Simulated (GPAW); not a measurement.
A calculation with GPAW 26.7.0 of ZnO (cli, Cartesian positions):

The input ZnO.xyz:

```xyz
2
Lattice="2.6882100000 0.0000000000 0.0000000000 0.0000000000 2.6882100000 0.0000000000 0.0000000000 0.0000000000 2.6882100000" Properties=species:S:1:pos:R:3 pbc="T T T"
Zn     0.0000000000      0.0000000000      0.0000000000
O      1.3441050000      1.3441050000      1.3441050000
```

Potentials or basis: GPAW PAW data sets (gpaw-data 1.2.1), pw.

Run with:

```console
$ OMP_NUM_THREADS=1 gpaw run ZnO.xyz -p 'mode=PW(800),xc=PBE,kpts={size:(10,10,10),gamma:True},occupations={name:fermi-dirac,width:0.05},nbands=18,convergence={density:1e-05,energy:1e-05},maxiter=150,txt=gpaw.txt' --properties efs -w gs.gpw
```

The cell was built by a generator and needn't be a form met in nature.

Task: Write the same calculation in another form: ASE script, structure typed inline.

Result: As run:

Contents of run.py:

```python
from ase import Atoms
from ase.dft.bandgap import bandgap
from ase.io import write
from ase.units import GPa
from gpaw import GPAW, PW

atoms = Atoms(['Zn', 'O'],
              cell=[[2.68821, 0.0, 0.0],
                    [0.0, 2.68821, 0.0],
                    [0.0, 0.0, 2.68821]],
              scaled_positions=[[0.0, 0.0, 0.0],
                                [0.5, 0.5, 0.5]],
              pbc=True)

calc = GPAW(mode=PW(800),
            xc='PBE',
            kpts={'size': (10, 10, 10), 'gamma': True},
            occupations={'name': 'fermi-dirac', 'width': 0.05},
            nbands=18,
            convergence={'density': 1e-05, 'energy': 1e-05},
            maxiter=150,
            txt='gpaw.txt')
atoms.calc = calc
energy = atoms.get_potential_energy()
forces = atoms.get_forces()
stress = atoms.get_stress()
calc.write('gs.gpw')
write('result.traj', atoms)
print(f'Energy: {energy:.6f} eV')
print('Forces (eV/A):')
print(forces.round(4))
print('Stress (GPa):', (stress / GPa).round(3))
print('Fermi level:', round(calc.get_fermi_level(), 4), 'eV')
print(f'Gap: {bandgap(calc)[0]:.4f} eV, direct: {bandgap(calc, direct=True)[0]:.4f} eV')
```

Potentials or basis: GPAW PAW data sets (gpaw-data 1.2.1), pw.

Command:

```sh
$ OMP_NUM_THREADS=1 python run.py
```

Both were run:

|  | cli, Cartesian positions | ASE script, structure typed inline |
| --- | --- | --- |
| Pressure | -0.9 GPa | -0.9 GPa |
| Band gap on the k mesh | none (metal or under the smearing width) | none (metal or under the smearing width) |

Keys that steer only the numerical path or the files written may differ.
